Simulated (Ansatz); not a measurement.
# ZrSe2: levels at named points

The task here is to estimate one member of a computed series from the others.

Program: Ansatz 0.2.0. Level of theory: DFT PBE+D3(BJ), scalar-relativistic, plane waves, PAW. These are calculated values, not measurements.

That is the level of the relaxation; later steps name their own.

## The starting structure

Symmetry: P-3m1, No. 164, trigonal system. The conventional cell has a = 3.793 Å, b = 3.793 Å, c = 6.208 Å, α = 90.00°, β = 90.00°, γ = 120.00°. Zr (site symmetry -3m) is surrounded by 6 Se at 2.64 Å. Around Se (site symmetry 3m) lie 3 Zr at 2.64 Å.

As a file:

```
CELL_PARAMETERS angstrom
3.79320 0.00000 0.00000
-1.89660 3.28500 0.00000
0.00000 0.00000 6.20770
ATOMIC_POSITIONS crystal
Zr 0.00000 0.00000 0.00000
Se 0.66667 0.33333 0.76209
Se 0.33333 0.66667 0.23791
```

Set-up of the first run:

(A quick probe on a coarse mesh, which set the mesh and smearing, is not shown.)

File input.yaml:

```yaml
crystal:
  lattice:
    - [3.79319513, 0.0, 0.0]
    - [-1.89659756, 3.28500334, 0.0]
    - [0.0, 0.0, 6.20769686]
  atoms:
    - { symbol: Zr, position: [0.0, 0.0, 0.0] }
    - { symbol: Se, position: [0.66666667, 0.33333333, 0.76209003] }
    - { symbol: Se, position: [0.33333333, 0.66666667, 0.23790997] }
basis:
  ecutwfc: 420
kpoints:
  mp_grid: { grid: [6, 6, 4] }
hamiltonian:
  xc: pbe
  dispersion: d3bj
scf:
  occupations: { method: gaussian, width: 0.1 }
output:
  forces: true
  stress: true
  eigenvalues: true
relax:
  adjacent_minimum: "off"
  f_tol: 0.05
  max_steps: 80
  cell: { stress_tol: 0.5 }
```

Run with:

```
$ ansatz run input.yaml --threads 2 --pin off --max-ram 5120MiB --backend cpu --events-out ev --progress --plain --runs-dir out
```

Steps of the session up to this table: Rough relaxation on the coarse mesh; Relaxing cell and atoms; The run at PBE+D3(BJ), 250 eV and coarse mesh; Levels with LDA; Levels with PBE0; Levels with Hartree-Fock.

One table of the session follows, with a row left open; its other results are not shown here.

```
                             level  gap (eV)  least direct gap (eV)
PBE+D3(BJ), 250 eV and coarse mesh         ?                      ?
                               LDA      0.00                   0.88
                              PBE0      1.25                   2.30
                      Hartree-Fock      6.08                   7.50
```

Q: Estimate the row for PBE+D3(BJ), 250 eV and coarse mesh from the others.

As computed: gap (eV): 0.01; least direct gap (eV): 0.94. In the column «gap (eV)» it lies between LDA (0.00) and PBE0 (1.25).

Gaps are by band count over the mesh and the named points; a gap of 0 means that the bands overlap or touch.

Limits of these values: Warnings in the runs' records: cutoff below recommended.
